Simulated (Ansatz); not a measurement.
# Si (Fd-3m) under several functionals

Plane-wave DFT in Ansatz with scalar-relativistic PAW potentials. The same structure was relaxed (cell and atoms, symmetry kept) in separate runs at each level. No spin polarisation.

How do the levels LDA, PBE, PBEsol compare?

| level | cutoff (eV) | k mesh | V (Å³/atom) | a (Å) | gap (eV) |
| --- | --- | --- | --- | --- | --- |
| LDA | 420 | 12×12×12 | 19.704 | 5.402 | 0.44 |
| PBEsol | 420 | 12×12×12 | 20.055 | 5.434 | 0.46 |
| PBE | 420 | 8×8×8 | 20.459 | 5.470 | 0.65 |

The usual order of volumes, LDA < PBEsol < PBE, holds here (19.704, 20.055, 20.459 Å³/atom). As a rule LDA overbinds; PBEsol, built on the gradient expansion of slowly varying densities, lies between LDA and PBE; PBE's stronger gradient term for exchange weakens bonds. Each gap belongs to its own cell, so it mixes the functional's effect with that of the volume; gaps are the least found on the k mesh or on a band path.

Cost: 3 runs of about 0.15 core-minutes in all, on Arm Neoverse V2, AMD EPYC 9R45 (Zen 5) (shared hosts).